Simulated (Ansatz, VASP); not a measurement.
# One calculation of CdS, two programs

The input POSCAR:

```
CdS
1.0
    0.0000000000      2.7724455593      2.7724455593
    2.7724455593      0.0000000000      2.7724455593
    2.7724455593      2.7724455593      0.0000000000
Cd S
1 1
Direct
    0.0000000000      0.0000000000      0.0000000000
    0.5000000000      0.5000000000      0.5000000000
```

The input INCAR.step1:

```
PREC = Accurate ; ENCUT = 520
ISMEAR = 0 ; SIGMA = 0.05
LREAL = F ; LASPH = T
NELM = 60 ; NBANDS = 16
GGA = PE ; ALGO = Normal
EDIFF = 1E-4 ; LWAVE = T
LCHARG = F
```

File INCAR.step2:

```
PREC = Accurate ; ENCUT = 520
EDIFF = 1E-6 ; ISMEAR = 0
SIGMA = 0.05 ; LREAL = F
LASPH = T ; NELM = 60
ALGO = Normal ; ISIF = 2
LWAVE = F ; LCHARG = T
METAGGA = R2SCAN ; LMIXTAU = T
LELF = T ; LVHAR = T
NBANDS = 16 ; ISTART = 1
```

File KPOINTS:

```
regular mesh
0
Gamma
  8 8 8
```

Input for Ansatz:

```yaml
crystal:
  lattice:
    - [0.0, 2.7724455593, 2.7724455593]
    - [2.7724455593, 0.0, 2.7724455593]
    - [2.7724455593, 2.7724455593, 0.0]
  atoms:
    - { symbol: Cd, position: [0.0, 0.0, 0.0] }
    - { symbol: S, position: [0.5, 0.5, 0.5] }
basis:
  ecutwfc: 500
kpoints:
  mp_grid: { grid: [8, 8, 8] }
hamiltonian:
  xc: r2scan
scf:
  occupations: { method: gaussian, width: 0.05 }
output:
  forces: true
  stress: true
  eigenvalues: true
```

Change from the starting cell: mode 4 frozen in at +0.000 Å, equal normal strain along x, y and z +0.0167.

Alike in both runs: task single point; functional r2SCAN; k mesh 8 × 8 × 8; occupations gaussian, width 0.05 eV; no spin polarisation.

```csv
,VASP,Ansatz
version,VASP 6.6.1,Ansatz 0.2.0
potentials or method,"VASP PAW PBE potentials, release 64 (Cd, S)","scalar-relativistic, plane waves, PAW"
plane-wave cutoff (eV),520,500
valence electrons in the cell,18,26
```

Ansatz gave:

| Property | Result |
| --- | --- |
| gap on the k mesh at the Fermi level (eV) | 0.75 |
| least direct gap on the mesh (eV) | 2.04 |
| pressure (GPa) | -3.7 |

**Question.** What did VASP give for the same quantities?

**Answer.** gap on the k mesh at the Fermi level (eV): 0.73; least direct gap on the mesh (eV): 2.01; pressure (GPa): -3.3.

With one functional, cell and mesh, what is left measures potentials, basis and numerics. The two sets of potentials don't hold the same shells in valence.

Caveats: the PAW data sets were made with another functional, which shifts forces and pressure a little (VASP). A k mesh can miss the band edges.
